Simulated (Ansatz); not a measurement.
## Mg3Sb2: the change of pressure and energy above given cell with volume ratio

All results are calculated (Ansatz 0.2.0). Plane-wave density functional theory, PAW datasets, Gaussian smearing 0.05 eV: equation of state, the given cell scaled in volume with shape and atoms relaxed at each volume.

The cell before it is scaled or strained (space group P-3m1, No. 164):
```
CELL_PARAMETERS angstrom
4.59600 0.00000 0.00000
-2.29800 3.98020 0.00000
0.00000 0.00000 7.27120
ATOMIC_POSITIONS crystal
Sb 0.33330 0.66670 0.22580
Sb 0.66670 0.33330 0.77420
Mg 0.00000 0.00000 0.00000
Mg 0.33330 0.66670 0.63230
Mg 0.66670 0.33330 0.36770
```

Settings of every row: paw set soft_2; functional PBE; spin treatment none; moment partition spheres; spin axis none; wave cutoff 420 eV; k mesh 8x8x4; symmetry use detected.

Atom hubbard u: 0 on all atoms.

```csv
row,volume ratio,V (Å³/atom),pressure (GPa),energy above given cell (meV per atom)
1,0.945,25.139,2.668,11.57
2,0.96,25.538,1.86,5.95
3,0.98,26.07,0.88,1.43
4,1,26.602,0,0
5,1.02,27.134,-0.796,1.35
6,1.04,27.667,-1.508,5.19
7,1.07,28.465,-2.443,15.1
8,1.1,29.263,?,?
```

Question: what pressure and energy above given cell should row 8 give?

Worked fit of pressure. Take u = (V_r/V)^(2/3) − 1 with V_r = 26.602 Å³ an atom, which is twice the finite (Eulerian) strain; such expansions in the strain, on which the Birch-Murnaghan equation of state is built, carry the rest volume and the bulk modulus. The shown rows have u = 0.03843, 0.02759, 0.01356, 0, -0.01311, -0.02583, -0.04412. Least squares give pressure = −0.0013 + 62.839 × u + 170.7 × u² GPa; a straight line predicts inner rows, each left out in turn, worse (root mean square 0.1 against 0.0027 GPa). The rows lie off it by 0.002, -0.002, -0.002, 0.001, 0.000, 0.003, -0.002. The pressure vanishes at u = 0.0000, or V = 26.6 Å³ an atom, and there the bulk modulus with shape and atoms relaxed is B = −V dP/dV = (2/3)(1 + u) dP/du = 41.9 GPa. The withheld row has u = -0.06158, so the fit gives −0.0013 + 62.839 × (-0.06158) + 170.7 × (-0.06158)² = -3.224 GPa.

The calculation gave -3.238 GPa. The fit lies 0.014 GPa (0.24 % of the column's range) above it; its largest miss of a shown row is 0.003 GPa. This row lies beyond the range of the fit.

Worked fit of energy above given cell. Take u = (V_r/V)^(2/3) − 1 with V_r = 26.602 Å³ an atom, which is twice the finite (Eulerian) strain; such expansions in the strain, on which the Birch-Murnaghan equation of state is built, carry the rest volume and the bulk modulus. The shown rows have u = 0.03843, 0.02759, 0.01356, 0, -0.01311, -0.02583, -0.04412. Least squares give energy above given cell = 0.001 − 0.45 × u + 7799.1 × u² + 1200 × u³ meV per atom; a parabola predicts inner rows, each left out in turn, worse (root mean square 0.024 against 0.0066 meV per atom). The rows lie off it by 0.00, 0.00, 0.00, 0.00, 0.01, -0.01, 0.00. Its lowest point lies at u = 0.0000, or V = 26.6 Å³ an atom, and the curvature there gives the bulk modulus with shape and atoms relaxed, B = (4/9)(1 + u)² E″(u)/V = 41.8 GPa. The withheld row has u = -0.06158, so the fit gives 0.001 − 0.45 × (-0.06158) + 7799.1 × (-0.06158)² + 1200 × (-0.06158)³ = 29.32 meV per atom.

The calculation gave 29.3 meV per atom. The fit lies 0.02 meV per atom (0.068 % of the column's range) above it; its largest miss of a shown row is 0.01 meV per atom. This row lies beyond the range of the fit.
